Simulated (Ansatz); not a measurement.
**AlN in Ansatz: the effect of target pressure**

Crystal: AlN.

```xyz
4
Lattice="3.1130 0.0000 0.0000 -1.5565 2.6959 0.0000 0.0000 0.0000 4.9810" Properties=species:S:1:pos:R:3 pbc="T T T"
Al    1.5565    0.8986    2.4905
Al    0.0000    1.7973    0.0000
N     1.5565    0.8986    4.3833
N     0.0000    1.7973    1.8928
```

Alike in all runs:

| Quantity | Value |
| --- | --- |
| Program | Ansatz 0.2.0 |
| Task | relaxation of cell and atoms |
| Functional | PBEsol |
| Potentials or basis | all-electron LAPW, scalar-relativistic |
| Basis error allowed | 0.002 eV/atom |
| k mesh | 10 × 10 × 6 |
| Occupations | fermi-dirac, width 0.05 eV |
| Spin | no spin polarisation |

Each run relaxes the cell or the atoms first.

| target pressure | relaxed volume (Å³/atom) | gap on the mesh (eV) |
| --- | --- | --- |
| 0 GPa | 10.45 | 4.11 |
| 5 GPa | 10.21 | 4.31 |
| 10 GPa | ? | ? |
| 20 GPa | 9.60 | 4.81 |
| 30 GPa | 9.28 | 5.03 |

What does the run with target pressure 10 GPa give?

Relaxed volume 9.99 Å³/atom; gap on the mesh 4.49 eV.

Worked out: In Murnaghan's law V^(-B') rises as a straight line in P. The other rows fit best with B' = 3.6, V0 = 10.45 Å³/atom and B0 = 202 GPa, which gives 9.99 Å³/atom at 10 GPa, against the run's 9.99. A parabola through the other rows of the gap on the mesh, of slope 0.035 eV per GPa there, gives 4.50 eV, against the run's 4.49.

A k mesh can miss the band edges.
